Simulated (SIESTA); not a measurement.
The system is Mn, a slab with vacuum.

```
Mn
1.0
     2.73155    0.00000    0.00000
    -1.36578    2.36559    0.00000
     0.00000    0.00000   23.92122
Mn
5
Direct
  0.66667 0.33333 0.31353
  0.33333 0.66667 0.40676
  0.00000 0.00000 0.50000
  0.66667 0.33333 0.59324
  0.33333 0.66667 0.68647
```

The slab is cut from a database's or a generator's crystal, which needn't be the stable form of the element.

Base run:

- Program: SIESTA 5.4.2
- Functional: PBE
- Potentials or basis: PseudoDojo 0.4 standard (PBE files)
- Basis: DZP (energy shift 0.003 Ry; two zetas on semicore shells)
- Grid cutoff: 800 Ry
- Energy shift: 0.003 Ry
- k mesh: 8 × 8 × 1
- Occupations: fermi-dirac, width 0.05 eV
- Spin: collinear spin, ferromagnetic start
- Starting moments: [4.0, 4.0, 4.0, 4.0, 4.0] μB

Its results: band gap on the k mesh none (metal or under the smearing width); net moment 18.23 μB per cell; site moments Mn +4.02, +3.41, +3.37 μB; largest force 0.225 eV/Å.

Problem. The run is repeated on the same cell with these changes: spin from collinear spin, ferromagnetic start to collinear spin, antiferromagnetic start; moments at the start from [4.0, 4.0, 4.0, 4.0, 4.0] to [4.0, -4.0, 4.0, -4.0, 4.0]. What comes out?

Solution. Band gap on the k mesh none (metal or under the smearing width); net moment 4.08 μB per cell; site moments Mn +3.75, -3.48, +3.53 μB; largest force 0.621 eV/Å.

Caveats: the cell was measured hot, at 1373 K; the basis of atomic orbitals isn't converged, which shifts pressures, moduli and gaps.
